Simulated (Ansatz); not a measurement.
FeO: single point with PBE

FeO:

```
Fe O
1.0
     0.00000    2.38188    2.38188
     2.38188    0.00000    2.38188
     2.38188    2.38188    0.00000
Fe O
1 1
Direct
  0.00000 0.00000 0.00000
  0.25000 0.25000 0.25000
```

The cell comes from a database or a generator and needn't be the stable form of this composition.

```yaml
Program: Ansatz 0.2.0
Task: single point
Functional: PBE
Potentials_or_basis: Ansatz PAW
Cutoff: "420 eV (not typed: the program's choice for these potentials)"
k_mesh: 10 × 10 × 10
Occupations: fermi-dirac, width 0.05 eV
Spin: collinear spin, ferromagnetic start
Starting_moments: "[3.0, 0.0] μB"
```

```yaml
Pressure: -11.9 GPa
Band_gap_on_the_k_mesh: none (metal or under the smearing width)
Net_moment: 4.03 μB per cell
Absolute_moment: 4.05 μB per cell
Site_moments: Fe +3.38; O +0.30 μB
```

Levels at points of the mesh, in eV from the Fermi level:
Spin up:
| k point | band 10 | band 11 | band 12 | band 13 | band 14 | band 15 | band 16 | band 17 |
| --- | --- | --- | --- | --- | --- | --- | --- | --- |
| (0.00, 0.00, 0.00) | -3.53 | -1.00 | -0.64 | -0.64 | -0.64 | 12.12 | 12.12 | 12.12 |
| (0.00, 0.00, -0.50) | -3.39 | -3.22 | -1.41 | -1.41 | 4.10 | 5.50 | 11.67 | 11.67 |
| (0.00, -0.50, -0.50) | -3.29 | -2.78 | -2.47 | -2.47 | 3.98 | 7.78 | 9.41 | 11.94 |
Spin down:
| k point | band 5 | band 6 | band 7 | band 8 | band 9 | band 10 | band 11 | band 12 | band 13 | band 14 |
| --- | --- | --- | --- | --- | --- | --- | --- | --- | --- | --- |
| (0.00, 0.00, 0.00) | -19.18 | -4.80 | -4.80 | -4.80 | -0.44 | 0.15 | 0.15 | 2.11 | 2.11 | 2.11 |
| (0.00, 0.00, -0.50) | -18.71 | -6.18 | -4.60 | -4.60 | 0.07 | 0.29 | 0.29 | 1.40 | 1.40 | 4.86 |
| (0.00, -0.50, -0.50) | -18.57 | -6.14 | -4.44 | -4.44 | -0.89 | 0.43 | 0.52 | 0.80 | 0.80 | 5.03 |

Wall time 3.5 s on 2 threads of Arm Neoverse V1, on a shared host, peak memory 0.33 GiB.

Caveat: the pressure holds a Pulay correction of +0.5 GPa for the finite cutoff; a cell with one magnetic atom can't hold antiferromagnetic order, which such compounds often take; semilocal functionals often make such compounds metallic where correlation or magnetic order opens a gap, which also shifts bond lengths. With open d or f shells a metallic result of PBE can be an artefact of self-interaction; +U or a hybrid may open a gap.
